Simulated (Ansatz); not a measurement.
# GaP: pressure up to the limit of the methods, part 1 of 2

How does GaP (rocksalt type) answer strong compression? The runs shown use PAW. Its runs: cell relaxed at zero pressure (PAW); volume scaled by 1 (PAW); volume scaled by 0.94 (PAW); volume scaled by 0.88 (PAW and PAW (cutoff 800 eV)); volume scaled by 0.8 (PAW); volume scaled by 0.72 (PAW); volume scaled by 0.64 (PAW); volume scaled by 0.55 (PAW and PAW (partial_waves polarizable)).

Program: Ansatz 0.2.0. Level of theory: DFT, LDA, PAW with Ansatz's default frozen-core files, scalar-relativistic. These are calculated values, not measurements.

### 1 The system as given

Symmetry: Fm-3m, No. 225, cubic system. Conventional cell: a = 4.694 Å, b = 4.694 Å, c = 4.694 Å, α = 90.00°, β = 90.00°, γ = 90.00°. Ga (site symmetry m-3m) is surrounded by 6 P at 2.35 Å. Around P (site symmetry m-3m) lie 6 Ga at 2.35 Å.

As a file:

```
CELL_PARAMETERS angstrom
0.00000 2.34722 2.34722
2.34722 0.00000 2.34722
2.34722 2.34722 0.00000
ATOMIC_POSITIONS crystal
Ga 0.00000 0.00000 0.00000
P 0.50000 0.50000 0.50000
```

Whether this phase is the stable one at these pressures isn't tested.

Atoms are numbered in the order of the input: Ga1, P2.

### 2 Cell relaxed at zero pressure, PAW

Contents of input.yaml:

```yaml
crystal:
  lattice:
    - [0.0, 2.3472160896, 2.3472160896]
    - [2.3472160896, 0.0, 2.3472160896]
    - [2.3472160896, 2.3472160896, 0.0]
  atoms:
    - { symbol: Ga, position: [0.0, 0.0, 0.0] }
    - { symbol: P, position: [0.5, 0.5, 0.5] }
kpoints:
  mp_grid: { grid: [14, 14, 14] }
scf:
  occupations: { method: fermi_dirac, width: 0.1 }
hamiltonian:
  xc: lda
  pseudopotentials: { kind: paw }
output:
  forces: true
  stress: true
relax:
  f_tol: 0.005
  max_steps: 40
  cell: {}
```

Command:

```
$ ansatz run input.yaml --threads 1 --pin off --max-ram 2048MiB --backend cpu --events-out ev --progress --plain --runs-dir out
```

Log (excerpt; [...] marks lines left out):

```text
[...]
Pseudopotentials: kind: paw
Pseudopotential: Ga, paw, valence charge 13, recommended cutoff 420 eV (normal)
Pseudopotential: P, paw, valence charge 5, recommended cutoff 420 eV (normal)
Functional definition: SPW92
[...]
Crystal: 2 atoms, lattice volume = 25.864 Å³
Basis set: ecut = 420 eV, 531 PW (Γ)
Bands: 13, of which v1, the nominal top of the filled ones, is band 9 counted from 1 (8 counted from 0)
Symmetry: 48 space group operations
Space group: Fm-3m (ITA 225), of the structure as read, at distance tolerance 3.0e-5 Å
k-points: 104 of 2744
[...]
SCF iter   1: F=—  HF=-4432.486104 eV  |F-HF|=—  |Δ(HF+E_count)|=         —  Δρ=1.23e-2  dr2=1.74e-2  ethr=1.77e-3  ⟨swp⟩=5.8  Hψ=8243  notcnv=0
[...]
relax step   1: F+E_penalty+E_count = -4432.48000270 eV  Δ(F+E_penalty+E_count) = +0.000e0 eV  max|allowed force component| = 5.522e-30 eV/Å  Δτ_max = 0.0000 Å  P = +37.509 GPa  Ω = 25.864 Å³  (6 SCF iters, dr2 threshold 1.00e-7 eV, accepted)
[...]
relax step   3: F+E_penalty+E_count = -4433.07547546 eV  Δ(F+E_penalty+E_count) = -7.338e-2 eV  max|allowed force component| = 8.053e-31 eV/Å  Δτ_max = 0.0000 Å  P = +2.707 GPa  Ω = 31.363 Å³  energy of the carried Pulay correction = -2.628e-3 eV  (5 SCF iters, dr2 threshold 2.00e-7 eV, accepted)
[...]
relax step   4: F+E_penalty+E_count = -4433.08128173 eV  Δ(F+E_penalty+E_count) = -5.806e-3 eV  max|allowed force component| = 3.879e-30 eV/Å  Δτ_max = 0.0000 Å  P = +0.314 GPa  Ω = 32.018 Å³  energy of the carried Pulay correction = -2.908e-3 eV  (5 SCF iters, dr2 threshold 2.00e-7 eV, accepted)
[...]
SCF iter   3: F=-4433.081333 eV  HF=-4433.081333 eV  |F-HF|=3.92e-8  |Δ(HF+E_count)|=   1.19e-7  Δρ=2.40e-5  dr2=1.28e-7  ethr=1.11e-9  ⟨swp⟩=5.0  Hψ=5221  notcnv=0
[...]
```

### 3 More of the same log: cell relaxed at zero pressure

The log, continued (excerpt; [...] marks lines left out):

```text
relax step   5: F+E_penalty+E_count = -4433.08133273 eV  Δ(F+E_penalty+E_count) = -5.100e-5 eV  max|allowed force component| = 1.249e-30 eV/Å  Δτ_max = 0.0000 Å  P = +0.004 GPa  Ω = 32.108 Å³  energy of the carried Pulay correction = -2.946e-3 eV  (3 SCF iters, dr2 threshold 2.00e-7 eV, accepted)
[...]
relax step   7: F+E_penalty+E_count = -4433.08879611 eV  Δ(F+E_penalty+E_count) = -8.737e-5 eV  max|allowed force component| = 8.875e-31 eV/Å  Δτ_max = 0.0000 Å  P = +0.019 GPa  Ω = 32.211 Å³  energy of the carried Pulay correction = -3.202e-5 eV  (3 SCF iters, dr2 threshold 2.00e-7 eV, accepted)
[...]
Fermi energy:    9.975672 eV
[...]
--- Forces (eV/Å), atoms counted from 1 ---
  atom   1  Ga    -0.00000000     0.00000000     0.00000000
  atom   2  P      0.00000000    -0.00000000    -0.00000000
[...]
--- Stress (GPa, compression-positive) ---
        0.017487       0.000000       0.000000
        0.000000       0.017487      -0.000000
        0.000000       0.000000       0.017487
  P = ⅓ Tr σ = 0.0175 GPa (0.175 kbar)
--- Relaxed structure (6 steps of the walk, 6 accepted, 2 SCFs on fresh bases) ---
  F+E_penalty+E_count = -4433.08882546 eV   max|allowed force component| = 3.287e-31 eV/Å   (the final SCF, on the basis selected at the relaxed cell)
  cell:  # Å, volume = 32.2112 Å³
    - [8.980593203762467e-34, 2.5253746112754136, 2.5253746112754136]
    - [2.5253746112754136, 1.557273077975316e-33, 2.5253746112754136]
    - [2.5253746112754136, 2.5253746112754136, -6.082600364269111e-34]
  atoms:
    - { symbol: Ga, position: [-2.735055587653548e-34, 2.7350555876535495e-34, 2.7350555876535555e-34] }
    - { symbol: P, position: [0.5, 0.5, 0.5] }
```

Wall time 17 s (1 thread of Arm Neoverse V1, shared host); peak memory 0.33 GiB.

Relaxation path:

```tsv
step	energy from step 1 (eV/cell)	largest force component (eV/Å)	pressure (GPa)	volume (Å³)
1	0.0000	0.0000	37.51	25.86
2	-0.5221	0.0000	10.82	29.55
3	-0.5955	0.0000	2.71	31.36
4	-0.6013	0.0000	0.31	32.02
5	-0.6013	0.0000	0.00	32.11
6	-0.6087	0.0000	0.35	32.11
7	-0.6088	0.0000	0.02	32.21
8	-0.6088	0.0000	0.02	32.21
```

Step 1 is the start. Steps 6, 8 repeat the geometry before on a plane-wave basis chosen anew for that cell, so the energy can jump there without any move; the table keeps such jumps.

| input's cell | before | after | change |
| --- | --- | --- | --- |
| a (Å) | 3.319 | 3.571 | +7.6 % |
| b (Å) | 3.319 | 3.571 | +7.6 % |
| c (Å) | 3.319 | 3.571 | +7.6 % |
| volume (Å³/atom) | 12.93 | 16.11 | +24.5 % |

### 4 Volume scaled by 1, PAW

Contents of input.yaml:

```yaml
crystal:
  lattice:
    - [0.0, 2.5253746113, 2.5253746113]
    - [2.5253746113, 0.0, 2.5253746113]
    - [2.5253746113, 2.5253746113, 0.0]
  atoms:
    - { symbol: Ga, position: [0.0, 0.0, 0.0] }
    - { symbol: P, position: [0.5, 0.5, 0.5] }
kpoints:
  mp_grid: { grid: [14, 14, 14] }
  band_path:
    path:
      - [0.0, 0.0, 0.0]
      - [0.5, 0.0, 0.5]
      - [0.625, 0.25, 0.625]
      - [0.375, 0.375, 0.75]
      - [0.0, 0.0, 0.0]
      - [0.5, 0.5, 0.5]
      - [0.5, 0.25, 0.75]
      - [0.5, 0.0, 0.5]
    npoints: 8
scf:
  occupations: { method: fermi_dirac, width: 0.1 }
hamiltonian:
  xc: lda
  pseudopotentials: { kind: paw }
output:
  forces: true
  stress: true
  eigenvalues: true
  populations: true
  dos: { projected: true, de: 0.2, e_range: [-14, 8] }
```

Command:

```
$ ansatz run input.yaml --threads 1 --pin off --max-ram 2048MiB --backend cpu --events-out ev --progress --plain --runs-dir out
```

Log (excerpt; [...] marks lines left out):

```text
[...]
[... 4 set-up lines as earlier in the session ...]
[...]
Crystal: 2 atoms, lattice volume = 32.211 Å³
Basis set: ecut = 420 eV, 609 PW (Γ)
Bands: 13, of which v1, the nominal top of the filled ones, is band 9 counted from 1 (8 counted from 0)
[... 1 set-up line as earlier in the session ...]
Space group: Fm-3m (ITA 225), of the structure as read, at distance tolerance 3.2e-5 Å
k-points: 104 of 2744
[...]
SCF iter   1: F=—  HF=-4433.095575 eV  |F-HF|=—  |Δ(HF+E_count)|=         —  Δρ=8.81e-3  dr2=1.82e-2  ethr=1.77e-3  ⟨swp⟩=5.6  Hψ=8395  notcnv=0
[...]
SCF iter   8: F=-4433.088825 eV  HF=-4433.088825 eV  |F-HF|=4.05e-9  |Δ(HF+E_count)|=   3.71e-7  Δρ=4.80e-6  dr2=3.44e-9  ethr=5.56e-10  ⟨swp⟩=5.0  Hψ=7184  notcnv=0
[...]
NSCF: frozen V_eff on 57 k-points
SCF converged after 8 iterations
Free energy (F): -4433.088825 eV
[...]
E sigma→0 (E₀):  -4433.072388 eV
Entropy (-TS):   -0.032875 eV (-16.438 meV/atom)
Fermi energy:    9.975681 eV
[...]
--- Forces (eV/Å), atoms counted from 1 ---
  atom   1  Ga    -0.00000000     0.00000000     0.00000000
  atom   2  P      0.00000000     0.00000000     0.00000000
[...]
--- Stress (GPa, compression-positive) ---
        0.017437      -0.000000       0.000000
       -0.000000       0.017437       0.000000
       -0.000000      -0.000000       0.017437
  P = ⅓ Tr σ = 0.0174 GPa (0.174 kbar)
--- Band table (eV; the first three rows and the last of 104) ---
  k-point 0: bands = ["-4.8908", "-4.8908", "-4.8628", "-4.8628", "-4.8628", "-3.7771", "9.9458", "9.9458", "9.9458", "11.8733", "17.0001", "17.0001", "17.0001"]
[...]
--- Löwdin populations: 2 sites ---
  site symbol       q [e]
     0     Ga     13.0204
     1      P      4.9172
  spilling = 0.003470 (of n_electrons = 18.000000)
```

Run time: 4.4 s. Hardware: 1 thread of Arm Neoverse V1, shared host; peak memory 0.32 GiB.

Result: pressure 0.02 GPa; no gap.

Levels at the path's labelled points, in eV from the Fermi level:

```tsv
point	band 6	band 7	band 8	band 9	band 10	band 11	band 12
Γ	-13.75	-0.03	-0.03	-0.03	1.90	7.02	7.02
X	-9.50	-6.30	-3.22	-2.90	-2.90	3.17	11.33
U	-9.41	-6.44	-5.62	-2.16	-0.27	5.85	7.37
K	-9.41	-6.44	-5.62	-2.16	-0.27	5.85	7.37
Γ	-13.75	-0.03	-0.03	-0.03	1.90	7.02	7.02
L	-10.72	-8.28	0.19	0.19	2.89	2.89	3.15
W	-9.21	-6.04	-5.00	-5.00	2.73	4.63	7.49
X	-9.50	-6.30	-3.22	-2.90	-2.90	3.17	11.33
```

States per cell in windows of 1 eV (zero at the Fermi level; grid of 0.20 eV, so sharp peaks spill over the borders):

```tsv
from	to	total	P 3p	Ga 4p	Ga 4s	P 3s
-10	-9	0.56	0.01	0.13	0.03	0.37
-9	-8	0.01	0.00	0.00	0.00	0.00
-8	-7	0.34	0.17	0.02	0.14	0.02
-7	-6	0.74	0.32	0.06	0.28	0.07
-6	-5	0.59	0.27	0.11	0.12	0.09
-5	-4	0.65	0.32	0.15	0.11	0.06
-4	-3	0.77	0.42	0.20	0.08	0.05
-3	-2	0.99	0.60	0.27	0.06	0.04
-2	-1	0.93	0.60	0.22	0.06	0.04
-1	0	0.91	0.61	0.17	0.07	0.03
0	1	0.65	0.38	0.12	0.10	0.03
1	2	0.51	0.15	0.16	0.14	0.03
2	3	0.66	0.20	0.23	0.16	0.03
3	4	0.62	0.07	0.31	0.06	0.07
4	5	1.08	0.12	0.51	0.03	0.12
```

### 5 Volume scaled by 0.94, PAW

Contents of input.yaml:

```yaml
crystal:
  lattice:
    - [0.0, 2.4738218885, 2.4738218885]
    - [2.4738218885, 0.0, 2.4738218885]
    - [2.4738218885, 2.4738218885, 0.0]
  atoms:
    - { symbol: Ga, position: [0.0, 0.0, 0.0] }
    - { symbol: P, position: [0.5, 0.5, 0.5] }
kpoints:
  mp_grid: { grid: [14, 14, 14] }
scf:
  occupations: { method: fermi_dirac, width: 0.1 }
hamiltonian:
  xc: lda
  pseudopotentials: { kind: paw }
output:
  forces: true
  stress: true
  eigenvalues: true
  populations: true
```

Command:

```
$ ansatz run input.yaml --threads 1 --pin off --max-ram 2048MiB --backend cpu --events-out ev --progress --plain --runs-dir out
```

Log (excerpt; [...] marks lines left out):

```text
[...]
[... 4 set-up lines as earlier in the session ...]
[...]
Crystal: 2 atoms, lattice volume = 30.279 Å³
Basis set: ecut = 420 eV, 609 PW (Γ)
Bands: 13, of which v1, the nominal top of the filled ones, is band 9 counted from 1 (8 counted from 0)
[... 1 set-up line as earlier in the session ...]
Space group: Fm-3m (ITA 225), of the structure as read, at distance tolerance 3.1e-5 Å
k-points: 104 of 2744
[...]
SCF iter   1: F=—  HF=-4433.052765 eV  |F-HF|=—  |Δ(HF+E_count)|=         —  Δρ=9.67e-3  dr2=1.74e-2  ethr=1.77e-3  ⟨swp⟩=5.7  Hψ=8348  notcnv=0
[...]
SCF iter   7: F=-4433.046366 eV  HF=-4433.046366 eV  |F-HF|=2.43e-8  |Δ(HF+E_count)|=   2.31e-7  Δρ=8.55e-6  dr2=1.96e-8  ethr=5.56e-10  ⟨swp⟩=4.4  Hψ=6818  notcnv=0
[...]
SCF converged after 7 iterations
Free energy (F): -4433.046366 eV
[...]
E sigma→0 (E₀):  -4433.031225 eV
Entropy (-TS):   -0.030282 eV (-15.141 meV/atom)
Fermi energy:    10.948744 eV
[...]
--- Forces (eV/Å), atoms counted from 1 ---
  atom   1  Ga    -0.00000000     0.00000000    -0.00000000
  atom   2  P      0.00000000    -0.00000000     0.00000000
[...]
--- Stress (GPa, compression-positive) ---
        7.438342       0.000000      -0.000000
       -0.000000       7.438342      -0.000000
       -0.000000      -0.000000       7.438342
  P = ⅓ Tr σ = 7.4383 GPa (74.383 kbar)
--- Band table (eV; the first three rows and the last of 104) ---
  k-point 0: bands = ["-4.0279", "-4.0279", "-3.9960", "-3.9960", "-3.9960", "-3.3816", "10.9052", "10.9052", "10.9052", "13.5488", "17.9291", "17.9291", "17.9291"]
[...]
--- Löwdin populations: 2 sites ---
  site symbol       q [e]
     0     Ga     13.0296
     1      P      4.9031
  spilling = 0.003740 (of n_electrons = 18.000000)
```

It took 3.5 s on 1 thread of Arm Neoverse V1, shared host; peak memory 0.31 GiB.

Read from it: pressure 7.44 GPa; no gap.

### 6 Volume scaled by 0.88, PAW

Contents of input.yaml:

```yaml
crystal:
  lattice:
    - [0.0, 2.4200260118, 2.4200260118]
    - [2.4200260118, 0.0, 2.4200260118]
    - [2.4200260118, 2.4200260118, 0.0]
  atoms:
    - { symbol: Ga, position: [0.0, 0.0, 0.0] }
    - { symbol: P, position: [0.5, 0.5, 0.5] }
kpoints:
  mp_grid: { grid: [14, 14, 14] }
  band_path:
    path:
      - [0.0, 0.0, 0.0]
      - [0.5, 0.0, 0.5]
      - [0.625, 0.25, 0.625]
      - [0.375, 0.375, 0.75]
      - [0.0, 0.0, 0.0]
      - [0.5, 0.5, 0.5]
      - [0.5, 0.25, 0.75]
      - [0.5, 0.0, 0.5]
    npoints: 8
scf:
  occupations: { method: fermi_dirac, width: 0.1 }
hamiltonian:
  xc: lda
  pseudopotentials: { kind: paw }
output:
  forces: true
  stress: true
  eigenvalues: true
  populations: true
  dos: { projected: true, de: 0.2, e_range: [-14, 8] }
```

Command:

```
$ ansatz run input.yaml --threads 1 --pin off --max-ram 2048MiB --backend cpu --events-out ev --progress --plain --runs-dir out
```

Log (excerpt; [...] marks lines left out):

```text
[...]
[... 4 set-up lines as earlier in the session ...]
[...]
Crystal: 2 atoms, lattice volume = 28.346 Å³
Basis set: ecut = 420 eV, 537 PW (Γ)
Bands: 13, of which v1, the nominal top of the filled ones, is band 9 counted from 1 (8 counted from 0)
[... 2 set-up lines as earlier in the session ...]
k-points: 104 of 2744
[...]
SCF iter   1: F=—  HF=-4432.903885 eV  |F-HF|=—  |Δ(HF+E_count)|=         —  Δρ=1.08e-2  dr2=1.76e-2  ethr=1.77e-3  ⟨swp⟩=5.8  Hψ=8384  notcnv=0
[...]
SCF iter   6: F=-4432.897505 eV  HF=-4432.897505 eV  |F-HF|=5.14e-10  |Δ(HF+E_count)|=   1.09e-7  Δρ=1.06e-5  dr2=1.13e-8  ethr=5.56e-10  ⟨swp⟩=6.7  Hψ=6921  notcnv=0
[...]
NSCF: frozen V_eff on 57 k-points
SCF converged after 6 iterations
Free energy (F): -4432.897505 eV
[...]
E sigma→0 (E₀):  -4432.883529 eV
Entropy (-TS):   -0.027952 eV (-13.976 meV/atom)
Fermi energy:    12.052244 eV
[...]
--- Forces (eV/Å), atoms counted from 1 ---
  atom   1  Ga    -0.00000000     0.00000000    -0.00000000
  atom   2  P      0.00000000    -0.00000000     0.00000000
[...]
--- Stress (GPa, compression-positive) ---
       17.822339       0.000000      -0.000000
        0.000000      17.822339      -0.000000
        0.000000       0.000000      17.822339
  P = ⅓ Tr σ = 17.8223 GPa (178.223 kbar)
--- Band table (eV; the first three rows and the last of 104) ---
  k-point 0: bands = ["-3.0687", "-3.0687", "-3.0322", "-3.0322", "-3.0322", "-2.9360", "11.9929", "11.9929", "11.9929", "15.4619", "18.9756", "18.9756", "18.9756"]
[...]
--- Löwdin populations: 2 sites ---
  site symbol       q [e]
     0     Ga     13.0418
     1      P      4.8856
  spilling = 0.004034 (of n_electrons = 18.000000)
```

Run time: 4.9 s. Hardware: 1 thread of Arm Neoverse V1, shared host; peak memory 0.31 GiB.

This run gives: pressure 17.82 GPa; no gap.

### 7 Volume scaled by 0.88, PAW (cutoff 800 eV)

Contents of input.yaml:

```yaml
crystal:
  lattice:
    - [0.0, 2.4200260118, 2.4200260118]
    - [2.4200260118, 0.0, 2.4200260118]
    - [2.4200260118, 2.4200260118, 0.0]
  atoms:
    - { symbol: Ga, position: [0.0, 0.0, 0.0] }
    - { symbol: P, position: [0.5, 0.5, 0.5] }
kpoints:
  mp_grid: { grid: [14, 14, 14] }
scf:
  occupations: { method: fermi_dirac, width: 0.1 }
hamiltonian:
  xc: lda
  pseudopotentials: { kind: paw }
output:
  forces: true
  stress: true
  eigenvalues: true
basis:
  ecutwfc: 800
```

Command:

```
$ ansatz run input.yaml --threads 1 --pin off --max-ram 2048MiB --backend cpu --events-out ev --progress --plain --runs-dir out
```

Log (excerpt; [...] marks lines left out):

```text
[...]
[... 4 set-up lines as earlier in the session ...]
[...]
Crystal: 2 atoms, lattice volume = 28.346 Å³
Basis set: ecut = 800 eV, 1459 PW (Γ)
Bands: 13, of which v1, the nominal top of the filled ones, is band 9 counted from 1 (8 counted from 0)
[... 2 set-up lines as earlier in the session ...]
k-points: 104 of 2744
[...]
SCF iter   1: F=—  HF=-4432.907215 eV  |F-HF|=—  |Δ(HF+E_count)|=         —  Δρ=1.10e-2  dr2=1.84e-2  ethr=1.77e-3  ⟨swp⟩=5.8  Hψ=9149  notcnv=0
[...]
SCF iter   7: F=-4432.900111 eV  HF=-4432.900111 eV  |F-HF|=1.08e-8  |Δ(HF+E_count)|=   5.83e-9  Δρ=2.09e-6  dr2=7.54e-10  ethr=2.28e-10  ⟨swp⟩=4.9  Hψ=5177  notcnv=0
[...]
SCF converged after 7 iterations
Free energy (F): -4432.900111 eV
[...]
E sigma→0 (E₀):  -4432.886136 eV
Entropy (-TS):   -0.027951 eV (-13.975 meV/atom)
Fermi energy:    12.051957 eV
[...]
--- Forces (eV/Å), atoms counted from 1 ---
  atom   1  Ga    -0.00000000     0.00000000     0.00000000
  atom   2  P      0.00000000    -0.00000000     0.00000000
[...]
--- Stress (GPa, compression-positive) ---
       17.808433      -0.000000       0.000000
        0.000000      17.808433       0.000000
       -0.000000       0.000000      17.808433
  P = ⅓ Tr σ = 17.8084 GPa (178.084 kbar)
--- Band table (eV; the first three rows and the last of 104) ---
  k-point 0: bands = ["-3.0710", "-3.0710", "-3.0345", "-3.0345", "-3.0345", "-2.9361", "11.9927", "11.9927", "11.9927", "15.4616", "18.9747", "18.9747", "18.9747"]
[...]
```

It took 8.4 s on 1 thread of Arm Neoverse V1, shared host; peak memory 0.37 GiB.

This run gives: pressure 17.81 GPa; no gap.

### 8 Volume scaled by 0.8, PAW

Contents of input.yaml:

```yaml
crystal:
  lattice:
    - [0.0, 2.3443501193, 2.3443501193]
    - [2.3443501193, 0.0, 2.3443501193]
    - [2.3443501193, 2.3443501193, 0.0]
  atoms:
    - { symbol: Ga, position: [0.0, 0.0, 0.0] }
    - { symbol: P, position: [0.5, 0.5, 0.5] }
kpoints:
  mp_grid: { grid: [14, 14, 14] }
scf:
  occupations: { method: fermi_dirac, width: 0.1 }
hamiltonian:
  xc: lda
  pseudopotentials: { kind: paw }
output:
  forces: true
  stress: true
  eigenvalues: true
  populations: true
  write_density: true
  write_potential: true
  elf: true
  volumetric_format: npy
```

Command:

```
$ ansatz run input.yaml --threads 1 --pin off --max-ram 2048MiB --backend cpu --events-out ev --progress --plain --runs-dir out
```

Log (excerpt; [...] marks lines left out):

```text
[...]
[... 4 set-up lines as earlier in the session ...]
[...]
Crystal: 2 atoms, lattice volume = 25.769 Å³
Basis set: ecut = 420 eV, 531 PW (Γ)
Bands: 13, of which v1, the nominal top of the filled ones, is band 9 counted from 1 (8 counted from 0)
[... 2 set-up lines as earlier in the session ...]
k-points: 104 of 2744
[...]
SCF iter   1: F=—  HF=-4432.463682 eV  |F-HF|=—  |Δ(HF+E_count)|=         —  Δρ=1.24e-2  dr2=1.74e-2  ethr=1.77e-3  ⟨swp⟩=5.8  Hψ=8258  notcnv=0
[...]
SCF iter   6: F=-4432.457567 eV  HF=-4432.457567 eV  |F-HF|=4.58e-8  |Δ(HF+E_count)|=   2.49e-7  Δρ=1.92e-5  dr2=6.60e-8  ethr=5.56e-10  ⟨swp⟩=9.5  Hψ=9614  notcnv=0
[...]
SCF converged after 6 iterations
Free energy (F): -4432.457567 eV
[...]
E sigma→0 (E₀):  -4432.444820 eV
Entropy (-TS):   -0.025495 eV (-12.747 meV/atom)
Fermi energy:    13.777744 eV
[...]
--- Forces (eV/Å), atoms counted from 1 ---
  atom   1  Ga    -0.00000000     0.00000000     0.00000000
  atom   2  P      0.00000000    -0.00000000    -0.00000000
[...]
--- Stress (GPa, compression-positive) ---
       38.445498       0.000000      -0.000000
        0.000000      38.445498       0.000000
        0.000000      -0.000000      38.445498
  P = ⅓ Tr σ = 38.4455 GPa (384.455 kbar)
--- Band table (eV; the first three rows and the last of 104) ---
  k-point 0: bands = ["-2.2428", "-1.6105", "-1.6105", "-1.5669", "-1.5669", "-1.5669", "13.6913", "13.6913", "13.6913", "18.4725", "20.5953", "20.5953", "20.5953"]
[...]
--- Löwdin populations: 2 sites ---
  site symbol       q [e]
     0     Ga     13.0624
     1      P      4.8566
  spilling = 0.004498 (of n_electrons = 18.000000)
```

Run time: 3.3 s. Hardware: 1 thread of Arm Neoverse V1, shared host; peak memory 0.31 GiB.

Read from it: pressure 38.45 GPa; no gap.

The fields are shown in the conventional cell of this run's space group, carried over from its grid by interpolation.

Density in a lattice plane of the grid's cell (edges 4.69 and 4.69 Å, at 0.000 of the third edge), which holds Ga and P.

Ten even steps from '0' (0.07 e/Å³) to '9' (52.22 e/Å³):
```
531000000000000000000013
100000000000000000000000
000000000000000000000000
000000000000000000000000
000000000000000000000000
000000000000000000000000
000000000000000000000000
000000000000100000000000
000000000013531000000000
000000000026962000000000
000000000013531000000000
000000000000100000000000
000000000000000000000000
000000000000000000000000
000000000000000000000000
000000000000000000000000
000000000000000000000000
100000000000000000000000
531000000000000000000013
962000000000000000000026
```
Columns run along the first of these edges and rows up along the second, over one cell in 24 and 20 even steps from the bottom left corner. Atoms in the plane (fractional): Ga at (0.00, 0.00), Ga at (0.50, 0.50), P at (0.00, 0.50), P at (0.50, 0.00).

ELF in the same plane.

Values, 12 rows by 12 columns:
```
0.04 0.12 0.29 0.57 0.80 0.47 0.11 0.49 0.80 0.57 0.29 0.13
0.28 0.29 0.26 0.35 0.64 0.80 0.84 0.80 0.64 0.35 0.27 0.29
0.63 0.57 0.35 0.19 0.35 0.57 0.63 0.57 0.35 0.19 0.35 0.57
0.84 0.80 0.64 0.35 0.26 0.29 0.28 0.29 0.27 0.35 0.64 0.80
0.11 0.47 0.80 0.57 0.29 0.12 0.04 0.13 0.29 0.57 0.80 0.49
0.04 0.11 0.84 0.63 0.28 0.04 0.49 0.04 0.28 0.63 0.84 0.11
0.11 0.49 0.80 0.57 0.29 0.13 0.04 0.12 0.29 0.57 0.80 0.47
0.84 0.80 0.64 0.35 0.27 0.29 0.28 0.29 0.26 0.35 0.64 0.80
0.63 0.57 0.35 0.19 0.35 0.57 0.63 0.57 0.35 0.19 0.35 0.57
0.28 0.29 0.27 0.35 0.64 0.80 0.84 0.80 0.64 0.35 0.26 0.29
0.04 0.13 0.29 0.57 0.80 0.49 0.11 0.47 0.80 0.57 0.29 0.12
0.49 0.04 0.28 0.63 0.84 0.11 0.04 0.11 0.84 0.63 0.28 0.04
```
Columns run along the first of these edges and rows up along the second, over one cell in 12 and 12 even steps from the bottom left corner. Atoms in the plane (fractional): Ga at (0.00, 0.00), Ga at (0.50, 0.50), P at (0.00, 0.50), P at (0.50, 0.00).

Both are smooth fields of the valence electrons: close to the nuclei they are not physical.

Outside the cores ELF peaks at 0.84 on the P–Ga line, 0.8 Å from P.

(Continued in part 2 of 2.)
